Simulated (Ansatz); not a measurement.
# ZrC: the cost of one run

Method: DFT PBE, scalar-relativistic, plane waves, PAW, in Ansatz 0.2.0.

## (1) The structure to begin with

The structure is cubic, space group Fm-3m (No. 225). Conventional cell: a = 4.700 Å, b = 4.700 Å, c = 4.700 Å, α = 90.00°, β = 90.00°, γ = 90.00°. Around Zr (site symmetry m-3m) lie 6 C at 2.35 Å. C (site symmetry m-3m) has 6 Zr at 2.35 Å in its first shell of neighbours.

As a file:

```
Zr C
1.0
     0.00000    2.35021    2.35021
     2.35021    0.00000    2.35021
     2.35021    2.35021    0.00000
Zr C
1 1
Direct
  0.50000 0.50000 0.50000
  0.00000 0.00000 0.00000
```

No relaxation comes first: the listed cell is the starting point.

## (2) Zero of energy

Reference values: F = -4436.4970 eV; pressure 1.20 GPa; largest force 0.000 eV/Å; gap on the mesh none (metal). It was computed beforehand with the settings of the runs below.

## (3) Next: a tetragonal deformation path

At fixed volume and fractional coordinates, lengths along (0.000, 0.000, 1.000) are scaled against those across it; ρ is that ratio over its starting value.

## (4) ρ = 0.707

input.yaml

```yaml
crystal:
  lattice:
    - [0.0, 2.6381543344, 1.8651751144]
    - [2.6381543344, 0.0, 1.8651751144]
    - [2.6381543344, 2.6381543344, 0.0]
  atoms:
    - { symbol: Zr, position: [0.5, 0.5, 0.5] }
    - { symbol: C, position: [0.0, 0.0, 0.0] }
basis:
  ecutwfc: 420
kpoints:
  mp_grid: { grid: [20, 20, 20] }
hamiltonian:
  xc: pbe
scf:
  occupations: { method: gaussian, width: 0.15 }
output:
  forces: true
  stress: true
  eigenvalues: true
```

Launch:

```bash
ansatz run input.yaml --threads 1 --pin off --max-ram 2560MiB --backend cpu --events-out ev --progress --plain --runs-dir out
```

**Question.** How long does this run take on 1 thread of Arm Neoverse V2, shared host, and how much memory does it need?

About 8.5 s, with a peak of 0.46 GiB.
